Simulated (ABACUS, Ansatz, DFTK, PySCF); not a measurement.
## Cost and result for the equilibrium volume of SnTe

**What was measured.** The equilibrium volume of SnTe (Fm-3m) is reported as 31.45 Å³/atom at 300 K (a printed reference work). The runs below try to reproduce it.

The structure is cubic, space group Fm-3m (No. 225). Conventional cell: a = 6.302 Å, b = 6.302 Å, c = 6.302 Å, α = 90.00°, β = 90.00°, γ = 90.00°. Te (site symmetry m-3m) has 6 Sn at 3.15 Å as nearest neighbours. Sn (site symmetry m-3m) is surrounded by 6 Te at 3.15 Å.

```tsv
rung	level	program and potentials	cutoff (eV)	k mesh	smearing	task	core time	chip	equilibrium volume (Å³/atom)	miss	notes
GGA + dispersion	PBEsol+D3(BJ)+ATM	Ansatz, Ansatz PAW	420	7 × 7 × 7	fermi-dirac 0.05	relaxation of cell and atoms	7.3 s	AMD EPYC 7R13 Zen 3	29.84	-5.1 %	potentials made for PBE, which Ansatz adapts in part
GGA	PBEsol	Ansatz, Ansatz PAW	420	7 × 7 × 7	fermi-dirac 0.05	equation of state	13 s	AMD EPYC 7R13 Zen 3	31.03	-1.3 %	potentials made for PBE, which Ansatz adapts in part
LDA	LDA	Ansatz, Ansatz PAW	420	7 × 7 × 7	fermi-dirac 0.05	equation of state	15 s	Arm Neoverse V1	30.25	-3.8 %	potentials made for PBE, which Ansatz adapts in part
GGA + dispersion	revPBE+D3(BJ)	Ansatz, all-electron LAPW, scalar-relativistic	-	7 × 7 × 7	fermi-dirac 0.05	relaxation of cell and atoms	17 s	Arm Neoverse V1	30.77	-2.2 %	-
GGA	PBE	Ansatz, Ansatz PAW	420	7 × 7 × 7	fermi-dirac 0.05	equation of state	17 s	Arm Neoverse V1	32.87	+4.5 %	-
GGA	BLYP	Ansatz, all-electron LAPW, scalar-relativistic	-	7 × 7 × 7	fermi-dirac 0.05	relaxation of cell and atoms	18 s	Intel Xeon Platinum 8488C Sapphire Rapids	35.89	+14.1 %	-
GGA	PBEsol	Ansatz, Ansatz PAW (files of its older set among them)	640	7 × 7 × 7	fermi-dirac 0.05	equation of state	21 s	AMD EPYC 7R13 Zen 3	31.03	-1.3 %	potentials made for PBE, which Ansatz adapts in part
GGA	PBEsol	Ansatz, PseudoDojo standard	1120	7 × 7 × 7	fermi-dirac 0.05	equation of state	28 s	AMD EPYC 7R13 Zen 3	30.99	-1.5 %	potentials made for PBE
meta-GGA	r2SCAN	Ansatz, Ansatz PAW	500	7 × 7 × 7	fermi-dirac 0.05	equation of state	44 s	Arm Neoverse V1	32.30	+2.7 %	potentials made for PBE, which Ansatz adapts in part
GGA	PBEsol	Ansatz, PseudoDojo stringent	1388	7 × 7 × 7	fermi-dirac 0.05	equation of state	49 s	AMD EPYC 7R13 Zen 3	31.07	-1.2 %	potentials made for PBE
GGA	PBEsol	DFTK, SPMS 1.0 (PBE)	816	4 × 4 × 4	fermi-dirac 0.05	equation of state	5 min	Intel Xeon 6975P-C Granite Rapids	30.64	-2.6 %	coarse mesh; potentials made for PBE
GGA	PBE	ABACUS, PseudoDojo NC SR 0.4.1 PBE standard, plane waves	1129	7 × 7 × 7	fermi-dirac 0.05	equation of state	5.3 min	Intel Xeon Platinum 8375C Ice Lake	32.90	+4.6 %	-
GGA	PBEsol	Ansatz, JTH PAW	6600	7 × 7 × 7	fermi-dirac 0.05	equation of state	6.6 min	AMD EPYC 7R13 Zen 3	31.02	-1.4 %	potentials made for PBE
GGA + dispersion	PBE+D3(BJ)	PySCF, DZVP-MOLOPT-SR/GTH-PBE (potentials made for PBE)	-	6 × 6 × 6	fermi-dirac 0.05	equation of state	19 min	Intel Xeon Platinum 8259CL Skylake/Cascade Lake	31.96	+1.6 %	atomic basis
GGA + dispersion	PBE+D3(OP)	PySCF, DZVP-MOLOPT-SR/GTH-PBE (potentials made for PBE)	-	6 × 6 × 6	fermi-dirac 0.05	equation of state	19 min	Intel Xeon Platinum 8259CL Skylake/Cascade Lake	32.42	+3.1 %	atomic basis
```

Times are single runs on shared hosts and different chips, so they are rough; meshes, cutoffs and the tasks' sizes weigh on the time. All rows: no spin polarisation. Smearing widths are in eV. Meshes differ between rows, which moves values too. Meshes are those of the run's cell of 2 atoms unless a note names another. Relaxations start from the cell shown or near it and stop with a little pressure left. The cell shown, of 31.28 Å³ an atom, is the runs' start and not the measured value. Misses use the values as printed. Runs on faulty files, with rough fits or with known faults for this quantity aren't shown. No row holds spin-orbit coupling.

By rung: LDA 30.25; GGA + dispersion 29.84 to 30.77; GGA 30.99 to 35.89; meta-GGA 32.30; GGA on coarse meshes 30.64; GGA + dispersion in atomic bases 31.96 to 32.42 (Å³/atom). Measured: 31.45 Å³/atom at 300 K (a printed reference work). Closest, coarse meshes and atomic bases left aside, is PBEsol with Ansatz, PseudoDojo stringent (-1.2 %), and PBE misses by +4.5 % to +4.6 % on plain settings. The runs are for a static lattice, while measurements hold temperature and zero-point motion.
